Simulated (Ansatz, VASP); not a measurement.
## BeSe5: VASP beside Ansatz

The input INCAR:

```
SYSTEM = BeSe5
PREC = Accurate
ENCUT = 600
EDIFF = 1E-6
ISMEAR = 0
SIGMA = 0.1
LREAL = .False.
LASPH = .True.
NELM = 100
ALGO = Normal
ISIF = 3
LWAVE = .False.
LCHARG = .False.
GGA = PE
IBRION = 2
NSW = 90
EDIFFG = -0.04
```

Contents of KPOINTS:

```
Automatic mesh
0
Gamma
  4 4 4
  0 0 0
```

POSCAR

```
BeSe5
1.0
    0.0000000000      4.2649855100      4.2649855100
    4.2649855100      0.0000000000      4.2649855100
    4.2649855100      4.2649855100      0.0000000000
Be Se
1 5
Direct
    0.0000000000      0.0000000000      0.0000000000
    0.2500000000      0.2500000000      0.2500000000
    0.1261565700      0.6246144800      0.6246144800
    0.6246144800      0.6246144800      0.6246144800
    0.6246144800      0.6246144800      0.1261565700
    0.6246144800      0.1261565700      0.6246144800
```

Input for Ansatz:

```yaml
crystal:
  lattice:
    - [0.0, 4.26498551, 4.26498551]
    - [4.26498551, 0.0, 4.26498551]
    - [4.26498551, 4.26498551, 0.0]
  atoms:
    - { symbol: Be, position: [0.0, 0.0, 0.0] }
    - { symbol: Se, position: [0.25, 0.25, 0.25] }
    - { symbol: Se, position: [0.12615657, 0.62461448, 0.62461448] }
    - { symbol: Se, position: [0.62461448, 0.62461448, 0.62461448] }
    - { symbol: Se, position: [0.62461448, 0.62461448, 0.12615657] }
    - { symbol: Se, position: [0.62461448, 0.12615657, 0.62461448] }
basis:
  ecutwfc: 420
kpoints:
  mp_grid: { grid: [4, 4, 4] }
hamiltonian:
  xc: pbe
scf:
  occupations: { method: gaussian, width: 0.1 }
  lower_state_search: "off"
output:
  forces: true
  stress: true
  eigenvalues: true
relax:
  adjacent_minimum: "off"
  f_tol: 0.04
  max_steps: 70
  cell: { stress_tol: 0.4 }
```

Change from the starting cell: species swapped into the Be5Pd type (F-43m, No. 216).

Alike in both runs: task relaxation of cell and atoms; functional PBE; k mesh 4 × 4 × 4; occupations gaussian, width 0.1 eV; no spin polarisation.

|  | VASP | Ansatz |
| --- | --- | --- |
| version | VASP 6.6.1 | Ansatz 0.2.0 |
| potentials or method | VASP PAW PBE potentials, release 64 (Be, Se) | scalar-relativistic, plane waves, PAW |
| plane-wave cutoff (eV) | 600 | 420 |
| valence electrons in the cell | 32 | 82 |

```csv
,VASP,Ansatz,Ansatz less VASP
"gap on the k mesh at the Fermi level, each at its own relaxed structure (eV)",none,none,-
relaxed volume (Å³/atom),21.63,21.55,-0.082
relaxed cell length with the largest relative difference (Å),5.683,5.676,-0.0072
energy change over the relaxation (meV/atom),-106,-106,-0.1
```

A gap of «none» marks a metal or a gap that the smearing closes. The two sets of potentials don't hold the same shells in valence.

Caveats: the volume moved by over 15 % at a fixed basis, so the end points are rough (VASP).
